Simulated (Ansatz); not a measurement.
## SnO under pressure: fit and missing row

SnO, P4/nmm, a = 3.806 Å, c = 4.751 Å. Ansatz: PBEsol, PAW, 420 eV, Γ-centred 10×10×4 mesh on 8 atoms, Gaussian smearing 0.10 eV; no spin polarisation. Cell and atoms are relaxed at each pressure, and no other structure is tried, so the rows at high pressure may lie past a change of phase.

| V (Å³/atom) | P (GPa) |
| --- | --- |
| ? | 30.00 |
| 13.941 | 15.00 |
| 14.896 | 8.01 |
| 16.042 | 2.98 |
| 17.204 | -0.01 |

Q: Take V0 = 17.204 Å³/atom, count pressures from its P0 = -0.01 GPa, fit the third-order Birch–Murnaghan form to the other rows, and predict the missing volume.

A: With the Eulerian strain f = ½[(V0/V)^(2/3) − 1] and y = (P − P0)/[3f(1 + 2f)^(5/2)], the form is the line y = B0 + 1.5 B0 (B0′ − 4) f. Rows (f, y): 0.07525, 46.8; 0.05040, 41.7; 0.02386, 37.2. Means f = 0.04984, y = 41.900; Σ(Δf)² = 0.001321, ΣΔfΔy = 0.2465; the slope is their ratio. y = 32.60 + 186.6 f GPa, so B0 = 32.6 GPa and B0′ = 4 + 2 × (186.6)/(3 × 32.60) = 7.82. P = 30.00 GPa is met at f = 0.11244 (y = 53.58), so V = V0 (1 + 2f)^(−3/2) = 12.691 Å³/atom. The run gave 12.712 Å³/atom, so the fit is 0.021 Å³/atom too low, 0.47 % of the span of the series, against an rms of 0.007 Å³/atom on the fitted rows. The row lies outside the fitted range. The records show no cause, and too few rows are left to test a further term. Also, this row ran on the mesh 10×10×6, its neighbour on 10×10×4, which can shift it a little.

The mesh isn't the same in all rows (10×10×4, 10×10×6).